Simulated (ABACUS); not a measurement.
Set up this calculation in ABACUS 3.10.1, as the native input.

```yaml
Task: single point
Functional: PBE
Potentials_or_basis: PseudoDojo NC SR 0.4.1 PBE standard
Cutoff: 1116 eV
Density_cutoff: 4463 eV
Basis: plane waves
k_mesh: 12 × 12 × 12
Occupations: fermi-dirac, width 0.05 eV
Spin: no spin polarisation
Radial_cutoff_of_the_potentials_pseudo_rcut: 7 bohr
SCF_threshold_on_the_density: 1e-08
Max_SCF_steps: 100
Eigensolver: dav
Mixing: broyden
Mixing_share: 0.7
Symmetry_key: 1
Bands: 12
```

HfC:

```
CELL_PARAMETERS angstrom
-1.39667 2.49718 1.84734
1.39667 -2.49718 1.84734
1.39667 2.49718 -1.84734
ATOMIC_POSITIONS crystal
Hf 0.98091 0.97472 0.98201
C 0.68298 0.16258 0.49165
```

The cell was built by a generator and needn't be a form met in nature.

The cell isn't the ideal one: atoms moved at random, drawn with an rms of 0.05 Å.

These files were run (other wordings do the same):

INPUT

```
INPUT_PARAMETERS
suffix              HfC
calculation         scf
basis_type          pw
pseudo_dir          ./
symmetry            1
dft_functional      pbe
ecutwfc             82
pseudo_rcut         7
nspin               1
nbands              12
ks_solver           dav
smearing_method     fd
smearing_sigma      0.00367493
scf_thr             1e-08
scf_nmax            100
mixing_type         broyden
mixing_beta         0.7
cal_force           1
cal_stress          1
kpar                4
```

STRU

```
ATOMIC_SPECIES
Hf 178.4900 Hf.upf
C 12.0110 C.upf

LATTICE_CONSTANT
1.8897261246

LATTICE_VECTORS
-1.3966732300 2.4971805100 1.8473367300
1.3966732300 -2.4971805100 1.8473367300
1.3966732300 2.4971805100 -1.8473367300

ATOMIC_POSITIONS
Direct

Hf
0.0
1
0.9809150000 0.9747230000 -0.0179880000 1 1 1

C
0.0
1
0.6829810000 0.1625810000 0.4916530000 1 1 1
```

KPT

```
K_POINTS
0
Gamma
12 12 12 0 0 0
```

Potentials or basis: PseudoDojo NC SR 0.4.1 PBE standard, plane waves.

The run is started by

```sh
$ OMP_NUM_THREADS=1 mpirun -np 4 abacus > log
```

It gave:

* Pressure: 63.3 GPa
* Largest force: 10.799 eV/Å
* Band gap on the k mesh: 0.49 eV, indirect (least direct gap 0.89 eV)

Caveat: the cell as given lies far from equilibrium; spin-orbit coupling is left out, which moves the levels of the heavy elements.

It took 87 s on 4 MPI ranks on Intel(R) Xeon(R) 6975P-C (Granite Rapids), with other jobs on the host, peak memory 0.72 GiB a rank.
